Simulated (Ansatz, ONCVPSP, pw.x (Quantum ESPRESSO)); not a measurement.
## pw.x on bcc La: one setting changed

Potential: optimised norm-conserving Vanderbilt (ONCV), ONCVPSP 4.0.1.1 (patched build), PBE; core [Kr] 4d10, reference 5s2 5p6 5d1 6s2; waves: 5s+6s: rc 2.55 bohr, ncon 5, nbas 10, qcut 5.9 1/bohr, 2 projectors; 5p: rc 2.35 bohr, ncon 4, nbas 8, qcut 5.3 1/bohr, 3 projectors, debl 2.5 Ha; 5d: rc 2.85 bohr, ncon 4, nbas 7, qcut 3.5 1/bohr, 2 projectors, debl 0.4 Ha; f scattering state at 0.36 Ha: rc 2.25 bohr, ncon 4, nbas 7, qcut 4.8 1/bohr, 2 projectors, debl 3.2 Ha; local part: polynomial inside 2.00 bohr (lpopt 5, dvloc0 0 Ha); core correction: Teter function, fcfact 2, rcfact 1.35. In the f channel the program set the typed energies aside and used -0.160, 3.040 Ha.

The reference run (k-mesh 11³, cutoffs 50/200 Ry, Fermi–Dirac 0.01 Ry, mixing_beta 0.4, conv_thr 1e-9, no spin) gives 0.41 GPa at 37.811 Å³/atom, where all-electron LAPW gives 0.21 GPa. This run, with its own iteration cap, changes mixing_beta to 0.7.

```
&control
  calculation='scf', prefix='x', pseudo_dir='./', outdir='./tmp', tstress=.true., disk_io='none'
/
&system
  ibrav=0, nat=1, ntyp=1, ecutwfc=50, ecutrho=200, nbnd=13,
  occupations='smearing', smearing='fd', degauss=0.01
/
&electrons
  conv_thr=1e-09, mixing_beta=0.7, electron_maxstep=50
/
ATOMIC_SPECIES
La 1.0 La.UPF
CELL_PARAMETERS angstrom
  -2.11439468 2.11439468 2.11439468
  2.11439468 -2.11439468 2.11439468
  2.11439468 2.11439468 -2.11439468
ATOMIC_POSITIONS crystal
La 0.0000 0.0000 0.0000
K_POINTS automatic
11 11 11 0 0 0
```

```bash
pw.x < La.scf.in > La.scf.out
```

Task: How does the run end?

Result: It converges in 6 iterations; the free energy moves by +0.0 meV/atom and the pressure by +0.00 GPa. The result is that of the reference run.

```
Message from routine setup:
     using ibrav=0 with symmetry is DISCOURAGED, use correct ibrav instead
     lattice parameter (alat)  =       6.9206  a.u.
     unit-cell volume          =     255.1613 (a.u.)^3
     number of electrons       =        11.00
     number of Kohn-Sham states=           13
     kinetic-energy cutoff     =      50.0000  Ry
     charge density cutoff     =     200.0000  Ry
     scf convergence threshold =      1.0E-09
     Exchange-correlation= PBE
     number of k points=    56  Fermi-Dirac smearing, width (Ry)=  0.0100
     iteration #  1     ecut=    50.00 Ry     beta= 0.70
     c_bands:  2 eigenvalues not converged
     c_bands:  2 eigenvalues not converged
     c_bands:  2 eigenvalues not converged
     c_bands:  3 eigenvalues not converged
     c_bands:  2 eigenvalues not converged
     c_bands:  2 eigenvalues not converged
     [... 14 repeated lines left out ...]
     total energy              =     -65.83839124 Ry
     estimated scf accuracy    <       0.00236330 Ry
     iteration #  2     ecut=    50.00 Ry     beta= 0.70
     [... 2 repeated lines left out ...]
     total energy              =     -65.83892985 Ry
     estimated scf accuracy    <       0.00010200 Ry
     iteration #  3     ecut=    50.00 Ry     beta= 0.70
     [... 22 repeated lines left out ...]
     total energy              =     -65.83896026 Ry
     estimated scf accuracy    <       0.00000742 Ry
     iteration #  4     ecut=    50.00 Ry     beta= 0.70
     [... 4 repeated lines left out ...]
     total energy              =     -65.83896108 Ry
     estimated scf accuracy    <       0.00000012 Ry
     iteration #  5     ecut=    50.00 Ry     beta= 0.70
     [... 7 repeated lines left out ...]
     total energy              =     -65.83896114 Ry
     estimated scf accuracy    <          5.8E-09 Ry
     iteration #  6     ecut=    50.00 Ry     beta= 0.70
     the Fermi energy is    10.9353 ev
!    total energy              =     -65.83896114 Ry
     estimated scf accuracy    <          1.2E-10 Ry
     smearing contrib. (-TS)   =      -0.01030943 Ry
     The total energy is F=E-TS. E is the sum of the following terms:
     one-electron contribution =      -6.70844282 Ry
     hartree contribution      =       7.52195848 Ry
     xc contribution           =     -11.53851745 Ry
     ewald contribution        =     -55.10364991 Ry
     convergence has been achieved in   6 iterations
          total   stress  (Ry/bohr**3)                   (kbar)     P=        4.11
     Message from routine punch:
     Nothing written, as per user request (disk_io='none')
```

The run took about 17 s on one core of a shared host (Intel(R) Xeon(R) Platinum 8175M CPU @ 2.50GHz, 96 threads, 755 GiB, load 40).
